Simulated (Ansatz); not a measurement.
# Ionic part of the dielectric constant of NaH at 20 GPa, mode by mode

All numbers below come from DFT LDA, scalar-relativistic, plane waves, PAW (Ansatz 0.2.0). Cutoff 420 eV, 10×10×10 k-points (Γ-centred), fixed occupations. No spin polarisation. Phonons by linear response, acoustic sum rule imposed.

The structure is cubic, space group Fm-3m (No. 225). The conventional cell has a = 4.152 Å, b = 4.152 Å, c = 4.152 Å, α = 90.00°, β = 90.00°, γ = 90.00°. Around Na (site symmetry m-3m) lie 6 H at 2.08 Å. H (site symmetry m-3m) is surrounded by 6 Na at 2.08 Å.

Other phases may be more stable at this pressure.

The primitive cell has V = 17.90 Å³ and ε∞,yy = 3.339. Each polar mode adds Δε = (4.92064×10⁷/V)·S/ν² along y, with S its oscillator strength in e²/amu, ν in cm⁻¹ and V in Å³.

Question: From these modes, find each Δε and ε0,yy.
```tsv
ν (cm⁻¹)	S_yy (e²/amu)
972.0	0.6961
```

Answer:
| ν (cm⁻¹) | Δε |
| --- | --- |
| 972.0 | 2.03 |

The sum is 2.026, so ε0,yy = 5.36; the run's tensor has 5.36.

Question: Where do the longitudinal modes lie for a wave vector along y?

Answer: At 1232 cm⁻¹. The Lyddane–Sachs–Teller product Π(ν_LO/ν_TO)² = 1.61 matches ε0/ε∞ = 1.61.

Cost: 1 run of about 0.18 core-minutes, on Arm Neoverse N1 (shared hosts).